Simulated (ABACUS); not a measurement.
Runs of ABACUS 3.10.1 on Ni. It takes space group Fm-3m (No. 225, cubic). The conventional cell has a = 3.475 Å, b = 3.475 Å, c = 3.475 Å, α = 90.00°, β = 90.00°, γ = 90.00°. Around Ni (site symmetry m-3m) lie 12 Ni at 2.46 Å. 

| task | level | cell | k mesh | cutoff (eV) | radial cutoff of the potentials (pseudo_rcut) | symmetry key | optimiser | force threshold | max steps | mesh quality | gap on the mesh (eV) | pressure (GPa) | moment (μB) |
| --- | --- | --- | --- | --- | --- | --- | --- | --- | --- | --- | --- | --- | --- |
| single point | M06-L | as given | 8 × 8 × 8 | 1537 | 10 bohr | 1 | - | - | - | coarse | none | 2.6 | 0.69 |
| single point | BP86 | as given | 10 × 10 × 10 | 1333 | 10 bohr | 1 | - | - | - | not flagged | none | 8.9 | 0.68 |
| single point | rPW86PBE | as given | 10 × 10 × 10 | 1333 | 10 bohr | 1 | - | - | - | not flagged | none | (b) | (a) |
| relaxation of cell and atoms | rPW86PBE | relaxed | 10 × 10 × 10 | 1333 | 10 bohr | 1 | ASE BFGS | 0.01 eV/Å | 60 | not flagged | none | 0.0 | 0.69 |

Alike in all rows: potentials or basis SG15 ONCV 1.2 PBE, plane waves; spin collinear, ferromagnetic start; smearing fermi-dirac 0.05 eV.

Task: Estimate the missing entries.

Result: (a) 0.67; (b) 15.3.

Caveats: some runs use coarse meshes; the potentials were made for another functional, which shifts forces and pressure; so large a pressure means that the cell lies far from this level's equilibrium, or that cutoff or potentials fall short (some runs).

A gap of «none» marks a metal or a gap under the smearing width.
